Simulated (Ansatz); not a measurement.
Ge under changes of volume

One of the cells (22.824 Å³/atom); the others are scaled copies at fixed shape and fractional positions:

```
Ge
1.0
     4.00312    0.00000    0.00000
    -2.00156    3.46680    0.00000
     0.00000    0.00000   13.15671
Ge
8
Direct
  0.33333 0.66667 0.15594
  0.66667 0.33333 0.84406
  0.66667 0.33333 0.65594
  0.33333 0.66667 0.34406
  0.00000 0.00000 0.09315
  0.00000 0.00000 0.90685
  0.00000 0.00000 0.59315
  0.00000 0.00000 0.40685
```

This isn't the form of Ge at room conditions, which is diamond.

- Program: Ansatz 0.2.0
- Functional: PBEsol
- Potentials or basis: all-electron LAPW, scalar-relativistic
- Cutoff: 316 eV (chosen from the basis error)
- Basis error allowed: 0.001 eV/atom
- k mesh: 8 × 8 × 2
- Occupations: fermi-dirac, width 0.05 eV
- Spin: no spin polarisation

```tsv
volume (Å³/atom)	energy over the lowest point (meV/atom)	pressure (GPa)	largest force (eV/Å)
21.454	18.96	4.8	0.012
21.911	8.03	3.0	0.005
22.367	?	?	?
22.824	0.00	0.0	0.004
23.280	1.80	-1.3	0.011
23.737	7.06	-2.4	0.019
24.193	15.39	-3.4	0.028
```

Problem. What does the run at 22.367 Å³/atom give?

Solution. Energy over the lowest point 1.93 meV/atom; pressure 1.4 GPa; largest force 0.004 eV/Å.

Worked out: A Birch-Murnaghan fit of order 3 (a polynomial in V^(-2/3)) to the other rows has its minimum at 22.82 Å³/atom with B0 = V·E''(V) = 67 GPa and B' = 4.4 at fixed shape and positions, which overstates the stiffness. It gives 1.90 meV/atom at 22.367 Å³/atom, against the run's 1.93, and -dE/dV = 1.4 GPa, against 1.4.

Energies are extrapolated to zero smearing.
